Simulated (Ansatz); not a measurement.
**GePt (Fm-3m)**

These are results of Ansatz, DFT PBE, scalar-relativistic, plane waves, PAW, not measurements.

Plane waves to 420 eV, a k mesh through Γ of 18×18×18 on the computed 2-atom cell and Gaussian smearing (0.10 eV); no spin polarisation.

The structure is relaxed at this level of theory with its symmetry kept, and needn't be the ground state of this composition.

```
CELL_PARAMETERS angstrom
0.00000 2.60620 2.60620
2.60620 0.00000 2.60620
2.60620 2.60620 0.00000
ATOMIC_POSITIONS crystal
Ge 0.00000 0.00000 0.00000
Pt 0.50000 0.50000 0.50000
```

Question: Formation energy from the elements' standard states (uncorrected)?

Answer: -0.199 eV/atom.

Question: Kohn–Sham band gap?

Answer: none (metal).

Question: Density of states at the Fermi level?

Answer: 1.0 states/eV per cell.

Question: Orbital (Löwdin) character within 0.5 eV of the Fermi level?

Answer: Ge 4p 43 %, Pt 5d 32 %, Ge 4s 13 %, Pt 6s 9 %.

Question: Bader charge by site (e)?

Answer: Ge (1 in the cell) 0.65, Pt (1 in the cell) -0.65.

Spin-orbit coupling is left out, which matters for the bands of heavy elements.

The cell was found from a structure generator's guess, not taken from experiment. Löwdin shares on free-atom orbitals overweight diffuse shells.
